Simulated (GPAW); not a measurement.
# Nb (Fm-3m) in GPAW: phonons with PBE

Aim: the phonons of Nb with PBE.

Everything below comes from runs of GPAW 26.7.0. Logs are shortened: lines on timing, memory, paths and dates and some standing lists are left out, and cuts for length are marked. The log counts tension as positive stress, the text compression.

## 1. The structure

The structure is cubic, space group Fm-3m (No. 225). The conventional cell has a = 4.230 Å, b = 4.230 Å, c = 4.230 Å, α = 90.00°, β = 90.00°, γ = 90.00°. Nb (site symmetry m-3m) has 12 Nb at 2.99 Å as nearest neighbours.

This isn't the form of Nb at room conditions, which is bcc.

## 2. Phonons, PBE

run.py

```python
import json
import numpy as np
from ase import Atoms
from ase.io import read, write
from phonopy import Phonopy
from phonopy.structure.atoms import PhonopyAtoms
from gpaw import GPAW, PW

atoms = read('POSCAR')

calc = GPAW(mode=PW(510),
            xc='PBE',
            kpts={'size': (8, 8, 8), 'gamma': True},
            occupations={'name': 'fermi-dirac', 'width': 0.05},
            nbands=15,
            convergence={'density': 1e-06, 'eigenstates': 1e-09},
            maxiter=150,
            txt='gpaw.txt')
atoms.calc = calc
energy = atoms.get_potential_energy()
forces = atoms.get_forces()
stress = atoms.get_stress()
calc.write('gs.gpw')
write('result.traj', atoms)
print('Cell:', atoms.cell.cellpar().round(4))
print(atoms.get_scaled_positions().round(5))

def force_constants(scale):
    unit = PhonopyAtoms(symbols=atoms.get_chemical_symbols(), cell=atoms.cell[:] * scale**(1 / 3),
                        scaled_positions=atoms.get_scaled_positions())
    ph = Phonopy(unit, supercell_matrix=np.diag([2, 2, 2]), primitive_matrix=np.eye(3), symprec=1e-4)
    ph.generate_displacements(distance=0.03)
    forces = []
    for i, sc in enumerate(ph.supercells_with_displacements):
        a = Atoms(sc.symbols, cell=sc.cell, scaled_positions=sc.scaled_positions, pbc=True)
        c = GPAW(mode=PW(510),
                 xc='PBE',
                 kpts={'size': (4, 4, 4), 'gamma': True},
                 occupations={'name': 'fermi-dirac', 'width': 0.05},
                 nbands=80,
                 convergence={'density': 1e-06, 'eigenstates': 1e-09},
                 maxiter=150,
                 txt=f'disp-{scale:.3f}-{i:02d}.txt')
        a.calc = c
        f = a.get_forces()
        forces.append(f - f.mean(axis=0))
        print(f'displacement {i}: drift', f.mean(axis=0).round(5), flush=True)
    ph.forces = forces
    ph.produce_force_constants()
    ph.symmetrize_force_constants()
    return ph

qpoints = [[0.0, 0.0, 0.0], [0.0, 0.0, 0.5], [0.0, 0.5, 0.0], [0.0, 0.5, 0.5], [0.5, 0.0, 0.0], [0.5, 0.0, 0.5], [0.5, 0.5, 0.0], [0.5, 0.5, 0.5]]
results = {}
for scale in [1.0]:
    ph = force_constants(scale)
    ph.run_qpoints(qpoints)
    nu = ph.qpoints.frequencies * 33.35641  # THz to cm^-1
    results[f'{scale:.3f}'] = nu.tolist()
    for qp, f in zip(qpoints, nu):
        print(scale, np.round(qp, 4), f.round(2))

path = atoms.cell.bandpath('GXWKGLUWLK,UX', npoints=60, eps=1e-4)
ph.run_qpoints(path.kpts)
results['path'] = (ph.qpoints.frequencies * 33.35641).tolist()
results['path_q'] = path.kpts.tolist()
x, ticks, names = path.get_linear_kpoint_axis()
results['axis'] = [x.tolist(), list(ticks), names]
ph.run_mesh([15, 15, 15], is_gamma_center=True)
ph.run_thermal_properties(temperatures=[0, 100, 200, 300, 500, 800], cutoff_frequency=0.05)
tp = ph.thermal_properties
results['thermal'] = [list(v) for v in (tp.temperatures, tp.free_energy, tp.entropy, tp.heat_capacity)]
for t, fv, s, cv in zip(*results['thermal']):
    print(f'{t:6.0f} K  F {fv:9.4f} kJ/mol  S {s:9.4f} J/K/mol  Cv {cv:9.4f} J/K/mol')
json.dump(results, open('phonons.json', 'w'))
```

POSCAR

```
Nb
1.0
    0.0000000000      2.1150000000      2.1150000000
    2.1150000000      0.0000000000      2.1150000000
    2.1150000000      2.1150000000      0.0000000000
Nb
1
Direct
    0.0000000000      0.0000000000      0.0000000000
```

Potentials or basis: GPAW PAW data sets (gpaw-data 1.2.1), pw.

The run is started by

```console
OMP_NUM_THREADS=1 python run.py
```

gpaw.txt:

```text
__  _  _
 | _ |_)|_||  |
 |__||  | ||/\| - 26.7.0

Input parameters:
  mode=PW(ecut=510.0),
  convergence={'density': 1e-06, 'eigenstates': 1e-09},
  kpts=MonkhorstPack(size=(8, 8, 8), gamma=True),
  maxiter=150,
  nbands=15,
  occupations=Occupations(name='fermi-dirac', width=0.05),
  xc=XC(name='PBE')

Diagonalizing LCAO Hamiltonian
Converting LCAO to pw mode

       Nb

Atoms  # Å, Bohr magnetons
|   | symbol |        x |        y |        z |    initial magnetic moments |
|---|--------|----------|----------|----------|-----------------------------|
| 0 |     Nb | 0.000000 | 0.000000 | 0.000000 | ( 0.0000,  0.0000,  0.0000) |

Unit cell  # Å
| periodic |        x |        y |        z |  lengths |    angles |
|----------|----------|----------|----------|----------|-----------|
|      yes | 0.000000 | 2.115000 | 2.115000 | 2.991062 | 60.000000 |
|      yes | 2.115000 | 0.000000 | 2.115000 | 2.991062 | 60.000000 |
|      yes | 2.115000 | 2.115000 | 0.000000 | 2.991062 | 60.000000 |

Number of symmetries: 48
Symmetry operations  # r_c * U_cc + t_c -> r_c
|    | kind |            matrix            |
|----|------|------------------------------|
|  0 |  σ   |  1, 0, 0,  1, 0,-1,  1,-1, 0 |
|  1 |  C2  |  1, 0, 0,  1,-1, 0,  1, 0,-1 |
|  2 |  E   |  1, 0, 0,  0, 1, 0,  0, 0, 1 |
|  3 |  σ   |  1, 0, 0,  0, 0, 1,  0, 1, 0 |
|  4 |  C4  |  1, 0,-1,  1, 0, 0,  1,-1, 0 |
|  5 |  S6  |  1, 0,-1,  1,-1, 0,  1, 0, 0 |
|  6 |  σ   |  1, 0,-1,  0, 1,-1,  0, 0,-1 |
|  7 |  C3  |  1, 0,-1,  0, 0,-1,  0, 1,-1 |
|  8 |  S6  |  1,-1, 0,  1, 0, 0,  1, 0,-1 |
|  9 |  C4  |  1,-1, 0,  1, 0,-1,  1, 0, 0 |
| 10 |  C3  |  1,-1, 0,  0,-1, 1,  0,-1, 0 |
| 11 |  σ   |  1,-1, 0,  0,-1, 0,  0,-1, 1 |
| 12 |  σ   |  0, 1, 0,  1, 0, 0,  0, 0, 1 |
| 13 |  C4  |  0, 1, 0,  0, 1,-1, -1, 1, 0 |
| 14 |  C3  |  0, 1, 0,  0, 0, 1,  1, 0, 0 |
| 15 |  S6  |  0, 1, 0, -1, 1, 0,  0, 1,-1 |
| 16 |  C2  |  0, 1,-1,  1, 0,-1,  0, 0,-1 |
| 17 |  σ   |  0, 1,-1,  0, 1, 0, -1, 1, 0 |
| 18 |  S4  |  0, 1,-1,  0, 0,-1,  1, 0,-1 |
| 19 |  C4  |  0, 1,-1, -1, 1, 0,  0, 1, 0 |
| 20 |  C3  |  0, 0, 1,  1, 0, 0,  0, 1, 0 |
| 21 |  σ   |  0, 0, 1,  0, 1, 0,  1, 0, 0 |
| 22 |  S6  |  0, 0, 1,  0,-1, 1, -1, 0, 1 |
| 23 |  C4  |  0, 0, 1, -1, 0, 1,  0,-1, 1 |
| 24 |  S4  |  0, 0,-1,  1, 0,-1,  0, 1,-1 |
| 25 |  C3  |  0, 0,-1,  0, 1,-1,  1, 0,-1 |
| 26 |  C2  |  0, 0,-1,  0,-1, 0, -1, 0, 0 |
| 27 |  S6  |  0, 0,-1, -1, 0, 0,  0,-1, 0 |
| 28 |  S4  |  0,-1, 1,  1,-1, 0,  0,-1, 0 |
| 29 |  C4  |  0,-1, 1,  0, 0, 1, -1, 0, 1 |
| 30 |  C2  |  0,-1, 1,  0,-1, 0,  1,-1, 0 |
| 31 |  σ   |  0,-1, 1, -1, 0, 1,  0, 0, 1 |
| 32 |  C3  |  0,-1, 0,  1,-1, 0,  0,-1, 1 |
| 33 |  S6  |  0,-1, 0,  0, 0,-1, -1, 0, 0 |
| 34 |  S4  |  0,-1, 0,  0,-1, 1,  1,-1, 0 |
| 35 |  C2  |  0,-1, 0, -1, 0, 0,  0, 0,-1 |
| 36 |  C2  | -1, 1, 0,  0, 1, 0,  0, 1,-1 |
| 37 |  S6  | -1, 1, 0,  0, 1,-1,  0, 1, 0 |
| 38 |  S4  | -1, 1, 0, -1, 0, 1, -1, 0, 0 |
| 39 |  C3  | -1, 1, 0, -1, 0, 0, -1, 0, 1 |
| 40 |  S6  | -1, 0, 1,  0, 0, 1,  0,-1, 1 |
| 41 |  C2  | -1, 0, 1,  0,-1, 1,  0, 0, 1 |
| 42 |  C3  | -1, 0, 1, -1, 1, 0, -1, 0, 0 |
| 43 |  S4  | -1, 0, 1, -1, 0, 0, -1, 1, 0 |
| 44 |  C2  | -1, 0, 0,  0, 0,-1,  0,-1, 0 |
| 45 |  i   | -1, 0, 0,  0,-1, 0,  0, 0,-1 |
| 46 |  σ   | -1, 0, 0, -1, 1, 0, -1, 0, 1 |
| 47 |  C2  | -1, 0, 0, -1, 0, 1, -1, 1, 0 |

BZ-sampling:
  Number of BZ points: 512
  Number of IBZ points: 29

  Monkhorst-Pack size: [8, 8, 8]
  Monkhorst-Pack shift: [0.0625, 0.0625, 0.0625]

K-points  # in reciprocal-cell coordinates
|     |                                coordinates |     weight |
|-----|--------------------------------------------|------------|
|   0 | (  0.00000000,   0.00000000,   0.00000000) | 0.00195312 |
|   1 | (  0.12500000,   0.12500000,   0.00000000) | 0.01171875 |
|   2 | (  0.12500000,   0.12500000,   0.12500000) | 0.01562500 |
|   3 | (  0.25000000,   0.12500000,   0.12500000) | 0.02343750 |
|   4 | (  0.25000000,   0.25000000,   0.00000000) | 0.01171875 |
|   5 | (  0.25000000,   0.25000000,   0.12500000) | 0.04687500 |
|   6 | (  0.25000000,   0.25000000,   0.25000000) | 0.01562500 |
|   7 | (  0.37500000,   0.25000000,  -0.37500000) | 0.04687500 |
|   8 | (  0.37500000,   0.25000000,   0.12500000) | 0.04687500 |
|   9 | (  0.37500000,   0.25000000,   0.25000000) | 0.04687500 |
| ... |                                            |            |
|  28 | (  0.50000000,   0.50000000,   0.50000000) | 0.00781250 |

Plane wave coefficients: 531
Cutoff: 510.0 eV

Spin-components: 1 (collinear spins)
Bands:           15
Projectors:      6
Spin-degeneracy: 2
Datatype:        complex128

Parallelization:
  kpt:    1
  domain: 1
  band:   1

Density:
  Valence electrons: 13.0
  Components: 1
  Grid points: [16 16 16]
  Charge: 0.0  # |e|

Potential:
  Grid points: [16 16 16]

species:
  Nb:
    name:    Niobium
    Z:       41.0
    valence: 13
    core:    28
    charge:  0.0  # [|e|]
    compensation charges:
      type: gauss
      rc: 0.40  # [Å]
      lmax: 2
    cutoffs:
      filter: 2.35  # [Å]
      core: 1.51  # [Å]
    projectors
    | kind |    occ | energy [eV] | rcut [Å] |
    |------|--------|-------------|----------|
    |   4s |  2.000 |     -58.361 |    1.323 |
    |   5s |  1.000 |      -3.980 |    1.323 |
    |   4p |  6.000 |     -34.526 |    1.323 |
    |   5p |  0.000 |      -1.111 |    1.323 |
    |   4d |  4.000 |      -3.041 |    1.244 |
    |    d |        |      24.171 |    1.244 |

    Using partial waves for Nb as LCAO basis

Reference energy: -103906.147789  # eV

eigensolver:
  PPCG
  Converge bands: occupied
  niter=2

density mixing:
  MSR1-Mixer
  Pratt-step length: 0.05
  Maximum mixing coefficient: 0.75
  Old densities: 10
  SVD Regularization: 0.005
  Good broyden scale: 1.0
  Trust region scale: 1.0
  Backstep threshold: 4.0
  History deletion threshold: 6.0
  Fourier metric: weight=20.0, sigma=0.015

occupation numbers:
  Fermi-Dirac:
    width: 0.0500  # eV

poisson solver:
  ecut: 4080.0  # eV

xc functional:
  name: PBE with 2 nearest neighbor stencil

convergence criteria:
- Maximum integral of absolute [dens]ity change: 1e-06 electrons / valence electron
- Maximum integral of absolute [eigenst]ate change: 1e-09 eV^2 / valence electron
- Maximum [total energy] change in last 3 cyles: 0.0005 eV / valence electron
maximum number of iterations: 150

SCF iterations
|iter     | |      energy | eigst |  dens |
|---------|-|-------------|-------|-------|
|iter:   1| |  -10.665446 | -0.01 |       |
|iter:   2| |  -10.553146 | -2.59 | -0.99 |
|iter:   3| |  -10.018177 | -1.52 | -1.03 |
|iter:   4| |  -10.017411 | -3.09 | -1.78 |
|iter:   5| |  -10.017895c| -4.25 | -2.14 |
|iter:   6| |  -10.017900c| -6.17 | -3.59 |
|iter:   7| |  -10.017901c| -7.14 | -3.97 |
|iter:   8| |  -10.017901c| -9.74c| -5.47 |
|iter:   9| |  -10.017901c|-10.60c| -6.12c|

Converged in 9 steps
Energy contributions relative to reference atoms: (reference = -103906.147789)

Energy contributions:
  Kinetic:          -2.340050
  Coulomb:          -2.577213
  Zero:             -0.036347
  External:          0.000000
  Xc:               -5.058275
  Entropy:          -0.012033
  Spinorbit:         0.000000
  ----------------------------
  Free energy:     -10.023918
  Extrapolated:    -10.017901

dipole moment: (-15.482272, -15.482272, -15.482272)  # |e|*Ang

Fermi level: 11.031
Eigenvalues  # (at kpt = [0.000, 0.000, 0.000])
| band index |      eig [eV] | occ [0-2] |
|------------|---------------|-----------|
|          0 |       -43.769 |     2.000 |
|          1 |       -19.226 |     2.000 |
|          2 |       -19.226 |     2.000 |
|          3 |       -19.226 |     2.000 |
|          4 |         4.852 |     2.000 |
|          5 |        11.132 |     0.232 |
|          6 |        11.132 |     0.232 |
|          7 |        11.132 |     0.232 |
|          8 |        13.688 |     0.000 |
|          9 |        13.688 |     0.000 |
|         10 |        22.971 |     0.000 |
|         11 |        27.804 |     0.000 |
|         12 |        27.804 |     0.000 |
|        ... |               |           |
|         14 |        31.941 |     0.000 |

No gap
No difference between direct/indirect transitions

Forces  # eV/Ang
|        x |       y |        z |
|----------|---------|----------|
| -0.00000 | 0.00000 | -0.00000 |  # Nb   0

Stress tensor  # eV/Ang^3
|        x |        y |        z |
|----------|----------|----------|
| 0.015875 | 0.000000 | 0.000000 |
| 0.000000 | 0.015875 | 0.000000 |
| 0.000000 | 0.000000 | 0.015875 |

# Writing to gs.gpw (mode='')
```

Wall time 2.3 min (1 thread of AMD EPYC 7R43 (Zen 3), shared host); peak memory 0.36 GiB.

What came out:

* Free energy: -10.0239 eV
* Pressure: -2.5 GPa
* Band gap on the k mesh: none (metal or under the smearing width)
* Highest phonon frequency: 233 cm⁻¹
* Most unstable mode: 63i cm⁻¹

Phonon frequencies in cm⁻¹ (negative: imaginary):
```
              q point  frequencies
(0.000, 0.000, 0.000)        0 0 0
(0.000, 0.000, 0.500)  -63 -63 233
(0.000, 0.500, 0.000)  -63 -63 233
(0.000, 0.500, 0.500)  144 144 216
(0.500, 0.000, 0.000)  -63 -63 233
(0.500, 0.000, 0.500)  144 144 216
(0.500, 0.500, 0.000)  144 144 216
(0.500, 0.500, 0.500)  -63 -63 233
```

Caveat: the cutoff is short for stress and forces, so pressures can be off by a GPa or more; some modes are imaginary; phonon bands are interpolated from a small supercell.
